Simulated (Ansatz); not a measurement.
ZnS: single point with PBE

ZnS:

```
CELL_PARAMETERS angstrom
0.00000 2.70200 2.70200
2.70200 0.00000 2.70200
2.70200 2.70200 0.00000
ATOMIC_POSITIONS crystal
Zn 0.73972 0.74373 0.74780
S 0.99096 0.01185 0.98815
```

The cell isn't the ideal one: atoms moved at random, drawn with an rms of 0.05 Å.

- Program: Ansatz 0.2.0
- Task: single point
- Functional: PBE
- Potentials or basis: Ansatz PAW
- Cutoff: 420 eV (not typed: the program's choice for these potentials)
- k mesh: 9 × 9 × 9
- Occupations: fermi-dirac, width 0.05 eV
- Spin: no spin polarisation

The pressure is 1.7 GPa and the largest force is 0.389 eV/Å. The band gap on the k mesh is 2.07 eV, direct.

Forces on the atoms (eV/Å):
```
Zn   0.162 -0.161  0.315
S   -0.162  0.161 -0.315
```

Stress tensor (GPa, compression positive):
```
 1.76 -1.26  0.63
-1.26  1.76 -0.64
 0.63 -0.64  1.68
```

Levels at points of the mesh, in eV from the valence-band top:
```
           k point  band 5  band 6  band 7  band 8  band 9  band 10  band 11  band 12  band 13
(0.00, 0.00, 0.00)   -5.88   -5.88   -0.11   -0.02    0.00     2.07     6.31     6.32     6.38
```

It took 18 s on 1 thread of Arm Neoverse V1, on a shared host, peak memory 0.49 GiB.

Caveat: odd divisions of the mesh miss points on the zone boundary, where band edges often lie, so the gap on the mesh can be too wide.
